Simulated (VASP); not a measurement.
Tc, 2 atoms in the cell. Symmetry: P6_3/mmc, No. 194, hexagonal system. Conventional cell: a = 2.755 Å, b = 2.755 Å, c = 4.424 Å, α = 90.00°, β = 90.00°, γ = 120.00°. Tc (site symmetry -6m2) has 12 Tc at 2.72 to 2.75 Å as nearest neighbours.  The cell isn't the ideal one: volume scaled by 1.02.

* Program: VASP 6.6.1
* Task: single point
* Functional: PBE
* Potentials or basis: VASP PAW PBE potentials, release 64 (Tc_pv)
* Cutoff: 520 eV
* k mesh: 14 × 14 × 8
* Occupations: fermi-dirac, width 0.08 eV
* Spin: no spin polarisation
* Dipole correction: no
* Further INCAR settings: ALGO = Normal; EDIFF = 1e-06; NBANDS = 20

Potentials or basis: VASP PAW PBE potentials, release 64 (Tc_pv).

Command:

```console
$ cat potpaw_PBE.64/Tc_pv/POTCAR > POTCAR
$ mpirun -np 1 vasp_std > vasp.out
```

Hardware: 1 thread of Intel(R) Xeon(R) Platinum 8375C CPU @ 2.90GHz (Ice Lake), with other jobs on the host.

Question: Estimate the wall time of this run.

Answer: It took 55 s on 1 thread of Intel(R) Xeon(R) Platinum 8375C CPU @ 2.90GHz (Ice Lake), on a shared host, peak memory 0.18 GiB. Counts: scf iterations 11, k points 120.
